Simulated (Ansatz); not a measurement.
**WSe2 (P6_3/mmc): how the settings move a single-point run**

Aim: see which settings change the result for WSe2 (P6_3/mmc), by how much, and at what cost.

Method: reference: DFT PBE, scalar-relativistic, plane waves, PAW, in Ansatz 0.2.0.

3 further runs of the same task are left out: 1 for a known fault of the program, 1 that didn't finish, 1 set aside as unsound or not needed. Runs told in other sessions of the task aren't counted.

## (1) The system as given

The structure is hexagonal, space group P6_3/mmc (No. 194). The conventional cell has a = 3.321 Å, b = 3.321 Å, c = 15.269 Å, α = 90.00°, β = 90.00°, γ = 120.00°. W (site symmetry -6m2) is surrounded by 6 Se at 2.55 Å. Se (site symmetry 3m) is surrounded by 3 W at 2.55 Å.

Structure file:

```cif
data_structure
_symmetry_space_group_name_H-M 'P6_3/mmc'
_symmetry_Int_Tables_number 194
_cell_length_a 3.3207
_cell_length_b 3.3207
_cell_length_c 15.2692
_cell_angle_alpha 90.000
_cell_angle_beta 90.000
_cell_angle_gamma 120.000
_cell_volume 145.81
loop_
_atom_site_label
_atom_site_type_symbol
_atom_site_symmetry_multiplicity
_atom_site_Wyckoff_symbol
_atom_site_fract_x
_atom_site_fract_y
_atom_site_fract_z
_atom_site_occupancy
W1 W 2 c 0.33333 0.66667 0.25000 1
Se1 Se 4 f 0.33333 0.66667 0.64009 1
```

## (2) Reference

The input, input.yaml:

```yaml
crystal:
  lattice:
    - [3.3206726644, 0.0, 0.0]
    - [-1.6603363322, 2.875786885, 0.0]
    - [0.0, 0.0, 15.2692400593]
  atoms:
    - { symbol: W, position: [0.3333333333, 0.6666666667, 0.25], spin: 0.05 }
    - { symbol: W, position: [0.6666666667, 0.3333333333, 0.75], spin: 0.05 }
    - { symbol: Se, position: [0.3333333333, 0.6666666667, 0.6400904823] }
    - { symbol: Se, position: [0.6666666667, 0.3333333333, 0.1400904823] }
    - { symbol: Se, position: [0.3333333333, 0.6666666667, 0.8599095177] }
    - { symbol: Se, position: [0.6666666667, 0.3333333333, 0.3599095177] }
basis:
  ecutwfc: 420
  ecutrho_ratio: 4
kpoints:
  mp_grid: { grid: [10, 10, 2] }
  band_path:
    path:
      - [[0.0, 0.0, 0.0], [0.5, 0.0, 0.0], [0.33333333, 0.33333333, 0.0], [0.0, 0.0, 0.0], [0.0, 0.0, 0.5], [0.5, 0.0, 0.5], [0.33333333, 0.33333333, 0.5], [0.0, 0.0, 0.5]]
      - [[0.5, 0.0, 0.5], [0.5, 0.0, 0.0]]
      - [[0.33333333, 0.33333333, 0.5], [0.33333333, 0.33333333, 0.0]]
    npoints: 14
hamiltonian:
  xc: pbe
scf:
  occupations: { method: gaussian, width: 0.05 }
  lower_state_search: "off"
  n_extra_bands: 23
output:
  forces: true
  stress: true
  eigenvalues: true
  populations: true
  dos: { projected: true, de: 0.02, nscf_kmesh: { grid: [15, 15, 3] } }
  bader: true
  write_density: true
  write_potential: true
  elf: true
  volumetric_format: npy
magnetization:
  spin_polarized: true
checkpoint:
  read: start.run
  write: ck
  compress: false
  write_wavefunctions: false
  write_every: 100000
```

On the command line:

```sh
$ ansatz run input.yaml --threads 4 --pin off --max-ram 7168MiB --backend cpu --events-out ev --progress --plain --runs-dir out
```

## (3) Variant: dispersion d3bjatm, lower_state_search left out

The input, input.yaml:

```yaml
crystal:
  lattice:
    - [3.320672664387, 0.0, 0.0]
    - [-1.660336332193, 2.875786885011, 0.0]
    - [0.0, 0.0, 15.2692400593]
  atoms:
    - { symbol: W, position: [0.3333333333333, 0.6666666666667, 0.25], spin: 2.0 }
    - { symbol: W, position: [0.6666666666667, 0.3333333333333, 0.75], spin: 2.0 }
    - { symbol: Se, position: [0.3333333333333, 0.6666666666667, 0.6400904823] }
    - { symbol: Se, position: [0.6666666666667, 0.3333333333333, 0.1400904823] }
    - { symbol: Se, position: [0.3333333333333, 0.6666666666667, 0.8599095177] }
    - { symbol: Se, position: [0.6666666666667, 0.3333333333333, 0.3599095177] }
basis:
  ecutwfc: 420
  ecutrho_ratio: 4
kpoints:
  mp_grid: { grid: [10, 10, 2] }
hamiltonian:
  xc: pbe
  dispersion: d3bjatm
scf:
  occupations: { method: gaussian, width: 0.05 }
output:
  forces: true
  stress: true
  write_density: true
  write_potential: true
  elf: true
  volumetric_format: npy
magnetization:
  spin_polarized: true
```

## (4) Variant: ecutrho_ratio 6, accuracy low, lower_state_search left out

The input, input.yaml:

```yaml
crystal:
  lattice:
    - [3.320672664387, 0.0, 0.0]
    - [-1.660336332193, 2.875786885011, 0.0]
    - [0.0, 0.0, 15.2692400593]
  atoms:
    - { symbol: W, position: [0.3333333333333, 0.6666666666667, 0.25], spin: 2.0 }
    - { symbol: W, position: [0.6666666666667, 0.3333333333333, 0.75], spin: 2.0 }
    - { symbol: Se, position: [0.3333333333333, 0.6666666666667, 0.6400904823] }
    - { symbol: Se, position: [0.6666666666667, 0.3333333333333, 0.1400904823] }
    - { symbol: Se, position: [0.3333333333333, 0.6666666666667, 0.8599095177] }
    - { symbol: Se, position: [0.6666666666667, 0.3333333333333, 0.3599095177] }
basis:
  ecutwfc: 420
  ecutrho_ratio: 6
kpoints:
  mp_grid: { grid: [10, 10, 2] }
hamiltonian:
  xc: pbe
scf:
  occupations: { method: gaussian, width: 0.05 }
output:
  forces: true
  stress: true
magnetization:
  spin_polarized: true
accuracy: low
```

## (5) Changing settings: dr2_threshold 1.0e-05, lower_state_search left out

The input, input.yaml:

```yaml
crystal:
  lattice:
    - [3.320672664387, 0.0, 0.0]
    - [-1.660336332193, 2.875786885011, 0.0]
    - [0.0, 0.0, 15.2692400593]
  atoms:
    - { symbol: W, position: [0.3333333333333, 0.6666666666667, 0.25], spin: 2.0 }
    - { symbol: W, position: [0.6666666666667, 0.3333333333333, 0.75], spin: 2.0 }
    - { symbol: Se, position: [0.3333333333333, 0.6666666666667, 0.6400904823] }
    - { symbol: Se, position: [0.6666666666667, 0.3333333333333, 0.1400904823] }
    - { symbol: Se, position: [0.3333333333333, 0.6666666666667, 0.8599095177] }
    - { symbol: Se, position: [0.6666666666667, 0.3333333333333, 0.3599095177] }
basis:
  ecutwfc: 420
  ecutrho_ratio: 4
kpoints:
  mp_grid: { grid: [10, 10, 2] }
hamiltonian:
  xc: pbe
scf:
  occupations: { method: gaussian, width: 0.05 }
  convergence: { dr2_threshold: 1.0e-05 }
output:
  forces: true
  stress: true
  write_density: true
  write_potential: true
  elf: true
  volumetric_format: npy
magnetization:
  spin_polarized: true
```

## (6) Changed: mp_grid.grid [8, 8, 2], lower_state_search left out

The input, input.yaml:

```yaml
crystal:
  lattice:
    - [3.320672664387, 0.0, 0.0]
    - [-1.660336332193, 2.875786885011, 0.0]
    - [0.0, 0.0, 15.2692400593]
  atoms:
    - { symbol: W, position: [0.3333333333333, 0.6666666666667, 0.25], spin: 2.0 }
    - { symbol: W, position: [0.6666666666667, 0.3333333333333, 0.75], spin: 2.0 }
    - { symbol: Se, position: [0.3333333333333, 0.6666666666667, 0.6400904823] }
    - { symbol: Se, position: [0.6666666666667, 0.3333333333333, 0.1400904823] }
    - { symbol: Se, position: [0.3333333333333, 0.6666666666667, 0.8599095177] }
    - { symbol: Se, position: [0.6666666666667, 0.3333333333333, 0.3599095177] }
basis:
  ecutwfc: 420
  ecutrho_ratio: 4
kpoints:
  mp_grid: { grid: [8, 8, 2] }
hamiltonian:
  xc: pbe
scf:
  occupations: { method: gaussian, width: 0.05 }
output:
  forces: true
  stress: true
magnetization:
  spin_polarized: true
```

## (7) Changing settings: ecutwfc 25.7 Ry, ecutrho_ratio 12, lower_state_search standard

The input, input.yaml:

```yaml
crystal:
  lattice:
    - [3.320672664387, 0.0, 0.0]
    - [-1.660336332193, 2.875786885011, 0.0]
    - [0.0, 0.0, 15.2692400593]
  atoms:
    - { symbol: W, position: [0.3333333333333, 0.6666666666667, 0.25], spin: 2.0 }
    - { symbol: W, position: [0.6666666666667, 0.3333333333333, 0.75], spin: 2.0 }
    - { symbol: Se, position: [0.3333333333333, 0.6666666666667, 0.6400904823] }
    - { symbol: Se, position: [0.6666666666667, 0.3333333333333, 0.1400904823] }
    - { symbol: Se, position: [0.3333333333333, 0.6666666666667, 0.8599095177] }
    - { symbol: Se, position: [0.6666666666667, 0.3333333333333, 0.3599095177] }
basis:
  ecutwfc: "25.7 Ry"
  ecutrho_ratio: 12
kpoints:
  mp_grid: { grid: [10, 10, 2] }
hamiltonian:
  xc: pbe
scf:
  occupations: { method: gaussian, width: 0.05 }
  lower_state_search: standard
output:
  forces: true
  stress: true
  write_density: true
  write_potential: true
  elf: true
  volumetric_format: npy
magnetization:
  spin_polarized: true
```

Q: Predict the outcome of this session. Wanted: for each run, ending; energy change; pressure; gap; force.

**Answer**, as computed:

```csv
run,ending,energy change,pressure (GPa),gap (eV),force (eV/Å),cycles,time
reference,converged,0,0.0,1.64,0.00,-,42 s
"1: dispersion d3bjatm, lower_state_search left out",converged,-367.9 meV/atom (dispersion and other settings together),-2.2,1.64,0.04,11,10 s
"2: ecutrho_ratio 6, accuracy low, lower_state_search left out",converged,0.0 meV/atom,0.0,1.64,0.00,11,7.5 s
"3: dr2_threshold 1.0e-05, lower_state_search left out",converged,0.0 meV/atom,0.0,1.64,0.00,11,9.9 s
"4: mp_grid.grid [8, 8, 2], lower_state_search left out",converged,+0.1 meV/atom,0.0,1.69,0.00,11,5.2 s
"5: ecutwfc 25.7 Ry, ecutrho_ratio 12, lower_state_search standard",converged,+1.8 meV/atom,0.0,1.64,0.00,11,11 s
```

Times don't compare one to one where runs were asked for different outputs or read a saved state (see the inputs); cycles may leave out searches for a lower state.

Residual by cycle in the longest SCF loop of each run; runs are numbered as in the table. The quantity is the density residual dr2, in eV.

```csv
cycle,reference,run 1,run 2,run 3,run 4,run 5
1,8.6e-10,1.89,1.89,1.89,1.89,1.89
2,1.6e-10,1.02,1.02,1.02,1.02,1.02
3,6.0e-11,0.0361,0.036,0.0361,0.0361,0.0358
4,-,0.00647,0.00648,0.00647,0.00647,0.00617
5,-,0.0017,0.0017,0.0017,0.00169,0.00161
6,-,1.2e-4,1.2e-4,1.2e-4,1.2e-4,1.2e-4
7,-,1.1e-5,1.1e-5,1.1e-5,1.1e-5,1.1e-5
8,-,1.0e-6,1.1e-6,1.0e-6,1.0e-6,1.0e-6
9,-,5.8e-8,5.9e-8,5.8e-8,5.6e-8,6.4e-8
10,-,3.6e-9,3.4e-9,3.6e-9,3.7e-9,3.9e-9
11,-,1.0e-10,1.1e-10,1.1e-9,1.0e-10,1.0e-10
```

Of the converged runs whose energies compare with the reference's, «ecutwfc 25.7 Ry, ecutrho_ratio 12, lower_state_search standard» moves the energy most (+1.8 meV/atom). Run 5 ran under the cutoff that the potentials recommend, as the log warns, so basis error is mixed into its values. The gap of the reference lacks spin-orbit coupling, though the cell holds W.

These are semilocal Kohn-Sham gaps, which aren't the measured quantity. Such gaps usually fall short of the measured ones.
